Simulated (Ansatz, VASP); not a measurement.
**One calculation of Ti2Pt3, two programs**

```
CELL_PARAMETERS angstrom
4.65852 0.00000 0.00000
0.00000 4.65852 0.00000
0.00000 0.00000 4.65852
ATOMIC_POSITIONS crystal
Ti 0.50000 0.50000 0.50000
Ti 0.00000 0.00000 0.00000
Pt 0.00000 0.50000 0.50000
Pt 0.50000 0.00000 0.50000
Pt 0.50000 0.50000 0.00000
```

Alike in both runs: functional PBE; k mesh 4 × 4 × 4; occupations gaussian, width 0.1 eV; no spin polarisation.

Ansatz relaxed the structure, and its values are those at the end. VASP's run is a single point on that final structure, the one shown.

|  | VASP | Ansatz |
| --- | --- | --- |
| version | VASP 6.6.1 | Ansatz 0.2.0 |
| potentials or method | VASP PAW PBE potentials, release 64 (Ti_sv, Pt) | scalar-relativistic, plane waves, PAW |
| plane-wave cutoff (eV) | 520 | 420 |
| valence electrons in the cell | 54 | 78 |

Ansatz gave:

```
gap on the k mesh at the Fermi level (eV) : none
pressure (GPa)                            : -0.2
```

Question: Estimate VASP's values.

Answer: gap on the k mesh at the Fermi level (eV): none; pressure (GPa): -0.1.

A gap of «none» marks a metal or a gap that the smearing closes. The two sets of potentials don't hold the same shells in valence.

Spin-orbit coupling is left out, which matters for the levels of Pt.
